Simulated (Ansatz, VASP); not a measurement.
InH3 in VASP and in Ansatz

```
CELL_PARAMETERS angstrom
3.28904 0.00000 0.00000
0.00000 3.28904 0.00000
0.00000 0.00000 3.28904
ATOMIC_POSITIONS crystal
In 0.00000 0.00000 0.00000
H 0.00000 0.50000 0.50000
H 0.50000 0.00000 0.50000
H 0.50000 0.50000 0.00000
```

Alike in both runs: functional PBE; k mesh 14 × 14 × 14; occupations gaussian, width 0.1 eV; no spin polarisation.

Ansatz relaxed the structure, and its values are those at the end. VASP's run is a single point on that final structure, the one shown.

```csv
,VASP,Ansatz
version,VASP 6.6.1,Ansatz 0.2.0
potentials or method,"VASP PAW PBE potentials, release 64 (In_d, H)","scalar-relativistic, plane waves, PAW"
plane-wave cutoff (eV),520,420
valence electrons in the cell,16,16
```

VASP gave:

```
gap on the k mesh at the Fermi level (eV) : none
pressure (GPa)                            : -0.2
```

Problem. What did Ansatz give for the same quantities?

Solution. gap on the k mesh at the Fermi level (eV): none; pressure (GPa): 0.0.

A gap of «none» marks a metal or a gap that the smearing closes.
